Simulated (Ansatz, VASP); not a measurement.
# TePb in VASP and in Ansatz

The input INCAR:

```
  PREC = Accurate
  ENCUT = 520
  EDIFF = 1E-8
  ISMEAR = -1
  SIGMA = 0.08
  LREAL = F
  LASPH = T
  NELM = 100
  ALGO = Normal
  ISIF = 2
  LWAVE = F
  LCHARG = F
  GGA = PE
  LEFG = T
  NBANDS = 17
```

File KPOINTS:

```
regular mesh
0
Gamma
  11 11 11
```

File POSCAR:

```
TePb
1.0
    0.0000000000      3.2270000000      3.2270000000
    3.2270000000      0.0000000000      3.2270000000
    3.2270000000      3.2270000000      0.0000000000
Te Pb
1 1
Direct
    0.5000000000      0.5000000000      0.5000000000
    0.0000000000      0.0000000000      0.0000000000
```

Input for Ansatz:

```yaml
crystal:
  lattice:
    - [0.0, 3.227, 3.227]
    - [3.227, 0.0, 3.227]
    - [3.227, 3.227, 0.0]
  atoms:
    - { symbol: Te, position: [0.5, 0.5, 0.5] }
    - { symbol: Pb, position: [0.0, 0.0, 0.0] }
kpoints:
  mp_grid: { grid: [11, 11, 11] }
  band_path:
    path:
      - [0.0, 0.0, 0.0]
      - [0.5, 0.0, 0.5]
      - [0.625, 0.25, 0.625]
      - [0.375, 0.375, 0.75]
      - [0.0, 0.0, 0.0]
      - [0.5, 0.5, 0.5]
      - [0.5, 0.25, 0.75]
      - [0.5, 0.0, 0.5]
    npoints: 8
scf:
  occupations: { method: fermi_dirac, width: 0.08 }
hamiltonian:
  xc: pbe
  pseudopotentials: { kind: paw }
output:
  forces: true
  stress: true
  eigenvalues: true
  efg: { contact_densities: true }
  populations: true
  bader: true
  dos: { projected: true, de: 0.2, e_range: [-14, 8] }
```

Alike in both runs: task electric field gradients; functional PBE; k mesh 11 × 11 × 11; occupations fermi-dirac, width 0.08 eV; no spin polarisation.

```csv
,VASP,Ansatz
version,VASP 6.6.1,Ansatz 0.2.0
potentials or method,"VASP PAW PBE potentials, release 64 (Te, Pb_d)","PAW with Ansatz's default frozen-core files, scalar-relativistic"
plane-wave cutoff (eV),520,420
valence electrons in the cell,20,30
```

|  | VASP | Ansatz | Ansatz less VASP |
| --- | --- | --- | --- |
| pressure (GPa) | 2.3 | 2.3 | +0.04 |
| Vzz of the field gradient on the site that differs most (V/Å²) | 0.0 | 0.0 | 0.00 |

The two sets of potentials don't hold the same shells in valence. Ansatz warned: «gradients_without_spin_orbit».

Spin-orbit coupling is left out, which matters for the levels of Pb, Te.
